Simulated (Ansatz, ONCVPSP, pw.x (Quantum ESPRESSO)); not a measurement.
What a changed setting does to a pw.x run (diamond Ir)

Potential: optimised norm-conserving Vanderbilt (ONCV), ONCVPSP 4.0.1.1 (patched build), PBE; core [Kr] 4d10 4f14, reference 5s2 5p6 5d6; waves: 5s: rc 1.50 bohr, ncon 4, nbas 8, qcut 8.6 1/bohr, 2 projectors, debl 1.2 Ha; 5p: rc 1.50 bohr, ncon 3, nbas 7, qcut 9.4 1/bohr, 2 projectors, debl 1.3 Ha; 5d: rc 2.20 bohr, ncon 5, nbas 9, qcut 7.1 1/bohr, 1 projector; local part: polynomial inside 1.45 bohr (lpopt 4, dvloc0 3 Ha); core correction: none. In the s channel the program set the typed energies aside and used -4.761, 0.050 Ha. In the p channel the program set the typed energies aside and used -3.162, 0.250 Ha.

The reference run (k-mesh 8³, cutoffs 85/340 Ry, Fermi–Dirac 0.01 Ry, mixing_beta 0.4, conv_thr 1e-9, no spin) gives -0.62 GPa at 21.558 Å³/atom, where all-electron LAPW gives 0.45 GPa. This run, with its own iteration cap, changes k-mesh shift to 1.

```
&control
  calculation='scf', prefix='x', pseudo_dir='./', outdir='./tmp', tstress=.true., disk_io='none'
/
&system
  ibrav=0, nat=2, ntyp=1, ecutwfc=85, ecutrho=340, nbnd=27,
  occupations='smearing', smearing='fd', degauss=0.01
/
&electrons
  conv_thr=1e-09, mixing_beta=0.4, electron_maxstep=50
/
ATOMIC_SPECIES
Ir 1.0 Ir.UPF
CELL_PARAMETERS angstrom
  0.00000000 2.78314707 2.78314707
  2.78314707 0.00000000 2.78314707
  2.78314707 2.78314707 0.00000000
ATOMIC_POSITIONS crystal
Ir 0.0000 0.0000 0.0000
Ir 0.2500 0.2500 0.2500
K_POINTS automatic
8 8 8 1 1 1
```

```bash
pw.x < Ir.scf.in > Ir.scf.out
```

Q: How does the run end?

A: It converges in 10 iterations; the free energy moves by -0.1 meV/atom and the pressure by +0.16 GPa.

```
Message from routine setup:
     using ibrav=0 with symmetry is DISCOURAGED, use correct ibrav instead
     lattice parameter (alat)  =       7.4379  a.u.
     unit-cell volume          =     290.9612 (a.u.)^3
     number of electrons       =        34.00
     number of Kohn-Sham states=           27
     kinetic-energy cutoff     =      85.0000  Ry
     charge density cutoff     =     340.0000  Ry
     scf convergence threshold =      1.0E-09
     Exchange-correlation= PBE
     number of k points=    60  Fermi-Dirac smearing, width (Ry)=  0.0100
     iteration #  1     ecut=    85.00 Ry     beta= 0.40
     total energy              =    -417.73957938 Ry
     estimated scf accuracy    <      22.14561459 Ry
     iteration #  2     ecut=    85.00 Ry     beta= 0.40
     total energy              =    -421.15383307 Ry
     estimated scf accuracy    <       0.35319668 Ry
     iteration #  3     ecut=    85.00 Ry     beta= 0.40
     total energy              =    -421.20422511 Ry
     estimated scf accuracy    <       0.05028398 Ry
     iteration #  4     ecut=    85.00 Ry     beta= 0.40
     total energy              =    -421.20896261 Ry
     estimated scf accuracy    <       0.00663755 Ry
     iteration #  5     ecut=    85.00 Ry     beta= 0.40
     total energy              =    -421.20978839 Ry
     estimated scf accuracy    <       0.00037871 Ry
     iteration #  6     ecut=    85.00 Ry     beta= 0.40
     total energy              =    -421.20976462 Ry
     estimated scf accuracy    <       0.00011616 Ry
     iteration #  7     ecut=    85.00 Ry     beta= 0.40
     total energy              =    -421.20977645 Ry
     estimated scf accuracy    <       0.00000364 Ry
     iteration #  8     ecut=    85.00 Ry     beta= 0.40
     total energy              =    -421.20977663 Ry
     estimated scf accuracy    <       0.00000060 Ry
     iteration #  9     ecut=    85.00 Ry     beta= 0.40
     total energy              =    -421.20977675 Ry
     estimated scf accuracy    <          4.7E-09 Ry
     iteration # 10     ecut=    85.00 Ry     beta= 0.40
     the Fermi energy is    15.4357 ev
!    total energy              =    -421.20977675 Ry
     estimated scf accuracy    <          3.5E-10 Ry
     smearing contrib. (-TS)   =      -0.00941103 Ry
     The total energy is F=E-TS. E is the sum of the following terms:
     one-electron contribution =    -183.56598191 Ry
     hartree contribution      =     100.33789667 Ry
     xc contribution           =     -41.97105228 Ry
     ewald contribution        =    -296.00122821 Ry
     convergence has been achieved in  10 iterations
          total   stress  (Ry/bohr**3)                   (kbar)     P=       -4.68
     Message from routine punch:
     Nothing written, as per user request (disk_io='none')
```

The run took about 3.1 min on one core of a shared host (Neoverse-N1, 64 threads, 124 GiB, load 54).
